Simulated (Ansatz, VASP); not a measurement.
This is a calculation of InAs for VASP 6.6.1. 

The input INCAR:

```
ALGO = Fast
EDIFF = 1E-6
EDIFFG = -0.01
ENCUT = 600
GGA = PS
IBRION = 2
ISIF = 3
ISMEAR = -1
IVDW = 12
LASPH = T
LCHARG = F
LREAL = F
LWAVE = F
NELM = 80
NSW = 40
PREC = Accurate
SIGMA = 0.05
```

KPOINTS

```
k-points
0
Gamma
  8 8 8
```

Contents of POSCAR:

```
InAs
1.0
    0.0000000000      3.0180000000      3.0180000000
    3.0180000000      0.0000000000      3.0180000000
    3.0180000000      3.0180000000      0.0000000000
In As
1 1
Direct
    0.0000000000      0.0000000000      0.0000000000
    0.7500000000      0.7500000000      0.7500000000
```

Potentials or basis: VASP PAW PBE potentials, release 64 (In_d, As).

Run with:

```sh
$ cat potpaw_PBE.64/In_d/POTCAR potpaw_PBE.64/As/POTCAR > POTCAR
$ mpirun -np 1 vasp_std > vasp.out
```

Problem. What does the same run look like in Ansatz 0.2.0? Potentials or basis there: Ansatz PAW, cutoff 420 eV.

Solution. As run (cutoffs and basis follow the program's own potentials, and thresholds, step limits or extra output files can differ):

input.yaml

```yaml
crystal:
  lattice:
    - [0.0, 3.018, 3.018]
    - [3.018, 0.0, 3.018]
    - [3.018, 3.018, 0.0]
  atoms:
    - { symbol: In, position: [0.0, 0.0, 0.0] }
    - { symbol: As, position: [0.75, 0.75, 0.75] }
hamiltonian:
  xc: pbesol
  pseudopotentials: { kind: paw }
  dispersion: d3bj
kpoints:
  mp_grid: { grid: [8, 8, 8] }
scf:
  occupations: { method: fermi_dirac, width: 0.05 }
output:
  forces: true
  stress: true
  eigenvalues: true
  write_density: true
  write_potential: true
  elf: true
  volumetric_format: npy
relax:
  f_tol: 0.01
  max_steps: 40
  cell: { stress_tol: 0.05 }
```

Potentials or basis: Ansatz PAW.

The run is started by

```bash
$ ansatz run input.yaml --threads 2 --pin off --max-ram 5632MiB --backend cpu --events-out ev --progress --plain --runs-dir out
```

Both were run:

|  | VASP | Ansatz |
| --- | --- | --- |
| Relaxed volume | 27.40 Å³/atom | 27.34 Å³/atom |
| Relaxed cell | a = 4.263 Å, b = 4.263 Å, c = 4.263 Å, α = 60.00°, β = 60.00°, γ = 60.00° | a = 4.261 Å, b = 4.261 Å, c = 4.261 Å, α = 60.00°, β = 60.00°, γ = 60.00° |
| Space group after relaxing | F-43m (No. 216) | F-43m (No. 216) |
| Pressure after relaxing | 0.0 GPa | 0.0 GPa |

Ansatz's pressure holds a Pulay term of +0.03 GPa for its cutoff of 420 eV, which the other run lacks.

The potentials hold 18 and 28 valence electrons a cell.

VASP's potentials were made for PBE. Ansatz's potentials were made for PBE.

Where Ansatz's input types no cutoff or centring, it takes its own default and a Γ-centred mesh.

Pressure is positive in compression.
